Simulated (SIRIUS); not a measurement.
# PbO2 (Fm-3m) in SIRIUS: equation of state

How stiff is PbO2 in PBEsol, and what volume does it want? The cell is scaled to several volumes.

Everything below comes from runs of SIRIUS 7.10.0. Logs are shortened: lines on timing, memory, paths and dates and some standing lists are left out, and cuts for length are marked. The log counts tension as positive stress, the text compression.

**1. The structure**

It takes space group Fm-3m (No. 225, cubic). The conventional cell has a = 5.404 Å, b = 5.404 Å, c = 5.404 Å, α = 90.00°, β = 90.00°, γ = 90.00°. Pb (site symmetry m-3m) is surrounded by 8 O at 2.34 Å. Around O (site symmetry -43m) lie 4 Pb at 2.34 Å.

The cell comes from a database or a generator and needn't be the stable form of this composition.

**2. Single point, PBEsol, 12.36 Å³/atom (volume scaled by 0.94)**

The input, sirius.json:

```json
{
  "control": {
    "processing_unit": "cpu",
    "verbosity": 2,
    "num_bands_to_print": 21,
    "print_forces": true,
    "print_stress": true
  },
  "parameters": {
    "electronic_structure_method": "pseudopotential",
    "xc_functionals": ["XC_GGA_X_PBE_SOL", "XC_GGA_C_PBE_SOL"],
    "gk_cutoff": 9.2,
    "pw_cutoff": 18.4,
    "ngridk": [9, 9, 9],
    "shiftk": [0, 0, 0],
    "smearing": "fermi_dirac",
    "smearing_width": 0.0018374661,
    "num_bands": 21,
    "num_mag_dims": 0,
    "num_dft_iter": 100,
    "energy_tol": 1e-08,
    "density_tol": 1e-06
  },
  "iterative_solver": {
    "type": "davidson",
    "min_tolerance": 1e-09,
    "tolerance_scale": [0.1, 0.25]
  },
  "mixer": {
    "type": "anderson",
    "beta": 0.7,
    "max_history": 8
  },
  "settings": {
    "tol_ne": 1e-10,
    "pseudo_grid_cutoff": 6.5
  },
  "unit_cell": {
    "lattice_vectors": [
      [0.0, 5.001791034394, 5.001791034394],
      [5.001791034394, 0.0, 5.001791034394],
      [5.001791034394, 5.001791034394, 0.0]
    ],
    "atom_coordinate_units": "lattice",
    "atom_types": ["Pb", "O"],
    "atom_files": {
      "O": "O.json",
      "Pb": "Pb.json"
    },
    "atoms": {
      "Pb": [
        [0.0, 0.0, 0.0]
      ],
      "O": [
        [0.75, 0.75, 0.75],
        [0.25, 0.25, 0.25]
      ]
    }
  }
}
```

Potentials or basis: PseudoDojo 0.4.1 PBEsol standard (scalar relativistic).

The run is started by

```console
$ upf_to_json O.upf
$ upf_to_json Pb.upf
$ OMP_NUM_THREADS=1 sirius.scf --input=sirius.json --output=out.json --task=0
```

Standard output:

```text
[info] SIRIUS version : 7.10.0
[info] number of MPI ranks           : 1
[info] MPI grid                      : 1 1
[info] maximum number of OMP threads : 1
[fft] FFT context for density and potential
[fft] =====================================
[fft]   comm size                             : 1
[fft]   plane wave cutoff                     : 18.4
[fft]   grid size                             : 45 45 45   total : 91125
[fft]   grid limits                           : -22 22   -22 22   -22 22
[fft]   number of G-vectors within the cutoff : 13151
[fft]   local number of G-vectors             : 13151
[fft]   number of G-shells                    : 722
[fft] FFT context for coarse grid
[fft] =====================================
[fft]   comm size                             : 1
[fft]   plane wave cutoff                     : 18.4
[fft]   grid size                             : 45 45 45   total : 91125
[fft]   grid limits                           : -22 22   -22 22   -22 22
[fft]   number of G-vectors within the cutoff : 13151
[fft]   local number of G-vectors             : 13151
[fft]   number of G-shells                    : 722
[unit cell] lattice vectors
[unit cell]   a1 :       0.0000000000      5.0017910344      5.0017910344
[unit cell]   a2 :       5.0017910344      0.0000000000      5.0017910344
[unit cell]   a3 :       5.0017910344      5.0017910344      0.0000000000
[unit cell] reciprocal lattice vectors
[unit cell]   b1 :      -0.6280935433      0.6280935433      0.6280935433
[unit cell]   b2 :       0.6280935433     -0.6280935433      0.6280935433
[unit cell]   b3 :       0.6280935433      0.6280935433     -0.6280935433
[unit cell] unit cell volume :       250.26875140 [a.u.^3]
[unit cell] 1/sqrt(omega)    :         0.06321159
[unit cell] MT volume        :         0.00000000 ( 0.00%)
[unit cell] IT volume        :       250.26875140 (100.00%)
[unit cell] number of atom types : 2
[unit cell] type id : 0 symbol : Pb mt_radius :  16.770000 num_atoms : 1
[unit cell] type id : 1 symbol :  O mt_radius :   9.350000 num_atoms : 2
[unit cell] total number of atoms : 3
[unit cell] number of symmetry classes : 2
[unit cell] number of PAW atoms : 0
[unit cell] atom id  type id  class id             position                      vector_field
[unit cell] ------------------------------------------------------------------------------------------
[unit cell]      0        0        0      0.00000   0.00000   0.00000      0.00000   0.00000   0.00000
[... 337 lines left out ...]
[find] Total energy                   :    -103.15908222 (Ha),    -206.31816443 (Ry)
[find] Free energy (E-TS)             :    -103.15929688 (Ha),    -206.31859376 (Ry)
[find] band gap (eV)                  :       0.00000000
[find] Efermi                         :       0.40242754
[find] iteration : 11, RMS : 1.456345104644e-07, energy difference : -1.872706434369e-10
[find] Hartree energy of density residual : 2.317965481971e-12
[find] bands are converged : true
[find] iterative solver converged : true
[find] converged after 12 SCF iterations!
[find] Charges and magnetic moments
[find] --------------------------------------------------------------------------------
[find] total charge          : 26.000000
[find] Energy
[find] --------------------------------------------------------------------------------
[find] valence_eval_sum               :       0.94281700
[find] <rho|V^{XC}>                   :     -20.68333163
[find] <rho|E^{XC}>                   :     -28.10910674
[find] <mag|B^{XC}>                   :       0.00000000
[find] <rho|V^{H}>                    :      35.74327717
[find] one-electron contribution      :     -14.11712854 (Ha),     -28.23425709 (Ry)
[find] hartree contribution           :      17.87163859
[find] xc contribution                :     -28.10910674
[find] ewald contribution             :     -78.80448617
[find] PAW contribution               :       0.00000000
[find] smearing (-TS)                 :      -0.00021467
[find] SCF correction                 :       0.00000065
[find] Total energy                   :    -103.15908222 (Ha),    -206.31816443 (Ry)
[find] Free energy (E-TS)             :    -103.15929688 (Ha),    -206.31859376 (Ry)
[find] band gap (eV)                  :       0.00000000
[find] Efermi                         :       0.40242754
[ground_state] === stress tensor components [kbar] ===
[ground_state] === stress_kin ===
[ground_state] -44760.566658    0.000000    0.000000
[ground_state]     0.000000-44760.566658   -0.000000
[ground_state]     0.000000   -0.000000-44760.566658
[ground_state] === stress_har ===
[ground_state] -7003.160783    0.000000   -0.000000
[ground_state]     0.000000-7003.160783   -0.000000
[ground_state]    -0.000000   -0.000000-7003.160783
[ground_state] === stress_ewald ===
[ground_state] 30880.239905   -0.000000   -0.000000
[ground_state]    -0.00000030880.239905    0.000000
[ground_state]    -0.000000    0.00000030880.239905
[ground_state] === stress_vloc ===
[ground_state] -5656.719477    0.000000    0.000000
[ground_state]     0.000000-5656.719477   -0.000000
[ground_state]     0.000000   -0.000000-5656.719477
[ground_state] === stress_xc ===
[ground_state] -8584.809719    0.000000    0.000000
[ground_state]     0.000000-8584.809719   -0.000000
[ground_state]     0.000000   -0.000000-8584.809719
[ground_state] === stress_core ===
[ground_state] 16094.488524   -0.000000   -0.000000
[ground_state]    -0.00000016094.488524    0.000000
[ground_state]    -0.000000    0.00000016094.488524
[ground_state] === stress_nonloc ===
[ground_state] 18985.161076   -0.000000   -0.000000
[ground_state]    -0.00000018985.161076    0.000000
[ground_state]    -0.000000    0.00000018985.161076
[ground_state] === stress_us_nl ===
[ground_state] 18985.161076   -0.000000   -0.000000
[ground_state]    -0.00000018985.161076    0.000000
[ground_state]    -0.000000    0.00000018985.161076
[ground_state] === stress_total ===
[ground_state]   -45.367131    0.000000    0.000000
[ground_state]     0.000000  -45.367131   -0.000000
[ground_state]     0.000000   -0.000000  -45.367131
[ground_state] ==== total Forces in Ha/bohr =====
[ground_state] atom:    0, force:       0.0000000      0.0000000      0.0000000
[ground_state] atom:    1, force:       0.0000000      0.0000000      0.0000000
[ground_state] atom:    2, force:      -0.0000000      0.0000000     -0.0000000
[ground_state] ==== ultrasoft contribution from Qij =====
[ground_state] atom:    0, force:       0.0000000      0.0000000      0.0000000
[ground_state] atom:    1, force:       0.0000000      0.0000000      0.0000000
[ground_state] atom:    2, force:       0.0000000      0.0000000      0.0000000
[ground_state] ==== non-local contribution from Beta-projector =====
[ground_state] atom:    0, force:       0.0000000      0.0000000      0.0000000
[ground_state] atom:    1, force:       0.0000000      0.0000000      0.0000000
[ground_state] atom:    2, force:      -0.0000000      0.0000000     -0.0000000
[ground_state] ==== contribution from local potential =====
[ground_state] atom:    0, force:       0.0000000      0.0000000      0.0000000
[ground_state] atom:    1, force:       0.0000000      0.0000000      0.0000000
[ground_state] atom:    2, force:       0.0000000      0.0000000      0.0000000
[ground_state] ==== contribution from core density =====
[ground_state] atom:    0, force:       0.0000000      0.0000000      0.0000000
[ground_state] atom:    1, force:       0.0000000      0.0000000      0.0000000
[ground_state] atom:    2, force:      -0.0000000     -0.0000000     -0.0000000
[ground_state] ==== Ewald forces from ions =====
[ground_state] atom:    0, force:       0.0000000      0.0000000      0.0000000
[ground_state] atom:    1, force:       0.0000000      0.0000000     -0.0000000
[ground_state] atom:    2, force:       0.0000000      0.0000000      0.0000000
[~DFT_ground_state] local op. applied: 20851
[~DFT_ground_state] evp. work count: 4019.29
[~DFT_ground_state] number of iterative solver steps: 1512
```

Wall time 70 s (1 thread of Arm Neoverse V1, shared host); peak memory 0.42 GiB.

What came out:

```yaml
Free_energy: -2807.1075 eV
Pressure: 4.5 GPa
Band_gap_on_the_k_mesh: none (metal or under the smearing width)
```

(Part 1 of 2 ends here.)
